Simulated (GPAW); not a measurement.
Al, 1 atom in the cell. Symmetry: Fm-3m, No. 225, cubic system. Conventional cell: a = 4.050 Å, b = 4.050 Å, c = 4.050 Å, α = 90.00°, β = 90.00°, γ = 90.00°. Around Al (site symmetry m-3m) lie 12 Al at 2.86 Å. 

- Program: GPAW 26.7.0
- Task: relaxation of cell and atoms
- Functional: PBEsol
- Dispersion: D3
- Potentials or basis: PAW data sets generated in the run's folder for this functional
- Cutoff: 600 eV
- Basis: pw
- k mesh: 11 × 11 × 11
- Occupations: fermi-dirac, width 0.05 eV
- Spin: no spin polarisation
- Maxiter: 150
- Optimizer: BFGS
- Fmax: 0.02 eV/Å
- Max steps: 60
- Convergence: density=1e-05 forces=0.0001

Potentials or basis: PAW data sets generated in the run's folder for this functional, pw.

Launch:

```sh
$ gpaw-setup -f PBEsol Al
$ OMP_NUM_THREADS=1 python run.py
```

Hardware: 1 thread of Arm Neoverse N1, on a shared host.

Question: How long does it take, and how much memory?

Answer: It took 25 s on 1 thread of Arm Neoverse N1, with other jobs on the host, peak memory 0.15 GiB. Counts: scf iterations 25, plane waves 564, bands 7, k points 56, ion steps 3.
